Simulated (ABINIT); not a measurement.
Crystal: CuCl2.

```xyz
3
Lattice="4.5206 0.0000 0.0000 0.0000 4.5206 0.0000 0.0000 0.0000 4.3177" Properties=species:S:1:pos:R:3 pbc="T T T"
Cu    0.0000    0.0000    0.0000
Cl    0.0000    2.2603    0.0000
Cl    2.2603    0.0000    0.0000
```

Measurements of this composition are mostly on another form, of space group No. 12.

```yaml
Program: ABINIT 10.8.3 (patched build)
Task: relaxation of cell and atoms
Functional: LDA
Potentials_or_basis: PseudoDojo NC SR LDA v0.4.1 standard
Cutoff: 1252 eV
k_mesh: 4 × 4 × 4
Occupations: fermi-dirac, width 0.05 eV
Spin: no spin polarisation
```

At the start: pressure -3.6 GPa; volume 29.41 Å³/atom.

Question: Where does the relaxation end?

Answer: Over 13 steps the energy falls by 41.9 meV/atom and the volume is 23.53 Å³/atom (-20.0 %); space group P4/mmm (No. 123, to 0.05 Å).

The path:
| step | energy change (eV) | largest force (eV/Å) | pressure (GPa) | volume (Å³) |
| --- | --- | --- | --- | --- |
| 1 | 0.0000 | 0.0000 | -3.56 | 88.24 |
| 2 | -0.0271 | 0.0000 | -3.07 | 87.28 |
| 3 | -0.0881 | 0.0000 | 0.43 | 81.99 |
| 4 | -0.0901 | 0.0000 | -0.23 | 82.78 |
| 5 | -0.0903 | 0.0000 | -0.18 | 82.68 |
| 6 | -0.0914 | 0.0000 | 0.08 | 81.90 |
| 7 | -0.0938 | 0.0000 | 0.40 | 80.42 |
| 8 | -0.1014 | 0.0000 | 1.16 | 75.85 |
| 9 | -0.1084 | 0.0000 | 2.14 | 69.06 |
| 10 | -0.1173 | 0.0000 | 1.19 | 71.24 |
| 11 | -0.1256 | 0.0000 | 0.11 | 70.71 |
| 12 | -0.1257 | 0.0000 | 0.01 | 70.54 |
| 13 | -0.1257 | 0.0000 | 0.00 | 70.60 |

Final structure:
```
Cu Cl
1.0
     4.38531    0.00000    0.00000
     0.00000    4.38531    0.00000
     0.00000    0.00000    3.67117
Cu Cl
1 2
Direct
  0.00000 0.00000 0.00000
  0.00000 0.50000 0.00000
  0.50000 0.00000 0.00000
```

Caveat: the k mesh is coarse (spacing up to 0.36 Å⁻¹), so the values aren't converged; the volume moved by over 15 % at a fixed basis, so the end points are rough; an odd number of electrons without spin polarisation forces a metal; a magnetic or distorted state may lie lower; the run has no spin polarisation, though such a crystal can be magnetic.
